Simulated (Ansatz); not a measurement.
# AlCo: the cost of one run

Computed with Ansatz 0.2.0 (DFT PBE, scalar-relativistic, plane waves, PAW, unless a step's input says otherwise).

## Step 1: The structure to begin with

Symmetry: P-6m2, No. 187, hexagonal system. The conventional cell has a = 2.603 Å, b = 2.603 Å, c = 3.904 Å, α = 90.00°, β = 90.00°, γ = 120.00°. Al (site symmetry -6m2) has 6 Co at 2.46 Å and 6 Al at 2.60 Å as nearest neighbours. Co (site symmetry -6m2) has 6 Al at 2.46 Å and 6 Co at 2.60 Å as nearest neighbours.

Coordinates:

```xyz
2
Lattice="2.6035 0.0000 0.0000 -1.3017 2.2547 0.0000 0.0000 0.0000 3.9038" Properties=species:S:1:pos:R:3 pbc="T T T"
Al    1.3017    0.7516    0.0000
Co    0.0000    0.0000    1.9519
```

This is candidate A: LiPd type (P-6m2, No. 187).

(A quick probe on a coarse mesh, which set the mesh and smearing, is not shown.)

## Step 3: Coarse relaxation (candidate A)

Contents of input.yaml:

```yaml
crystal:
  lattice:
    - [2.6034844687, 0.0, 0.0]
    - [-1.3017422344, 2.2546836883, 0.0]
    - [0.0, 0.0, 3.9038167458]
  atoms:
    - { symbol: Al, position: [0.6666666667, 0.3333333333, 0.0] }
    - { symbol: Co, position: [0.0, 0.0, 0.5], spin: 0.84 }
basis:
  ecutwfc: 420
kpoints:
  mp_grid: { grid: [6, 6, 4] }
hamiltonian:
  xc: pbe
scf:
  occupations: { method: gaussian, width: 0.1 }
  lower_state_search: "off"
output:
  forces: true
  stress: true
  eigenvalues: true
  populations: true
magnetization:
  spin_polarized: true
relax:
  adjacent_minimum: "off"
  f_tol: 0.04
  max_steps: 70
  cell: { stress_tol: 0.4 }
```

Launch:

```sh
$ ansatz run input.yaml --threads 1 --pin off --max-ram 2560MiB --backend cpu --events-out ev --progress --plain --runs-dir out
```

What time and memory should one allow on 1 thread of Intel Xeon Platinum 8259CL at 2.50GHz (Skylake/Cascade Lake), shared host?

About 17 s, with a peak of 0.35 GiB.
